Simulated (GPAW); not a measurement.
Hf:

```
Hf
1.0
     2.91381    0.00000    0.00000
     0.00000    2.91381    0.00000
     0.00000    0.00000    2.91381
Hf
1
Direct
  0.50000 0.50000 0.50000
```

The cell was built by a generator and needn't be a form met in nature.

Program: GPAW 26.7.0. Alike in all runs: task single point; no spin polarisation; cell as given; k mesh 9 × 9 × 9; cutoff (eV) 600; smearing fermi-dirac 0.05 eV.

**Question.** Order these runs on this cell by their pressure, lowest first.
A. level RPBE; potentials or basis the program's PAW data sets (release 1.2.1) made for this functional, pw
B. level LDA; potentials or basis the program's PAW data sets (release 1.2.1) made for this functional, pw
C. level PW91; potentials or basis PAW data sets generated in the run's folder for this functional, pw
D. level SCAN; potentials or basis GPAW PAW data sets (gpaw-data 1.2.1), pw

**Answer.** B (-6.4 GPa), D (-3.2 GPa), C (0.2 GPa), A (3.0 GPa).

Caveats: the PAW data sets were made with another functional, which shifts forces and pressure a little (some runs).

Runs at the PBE level aren't shown here.
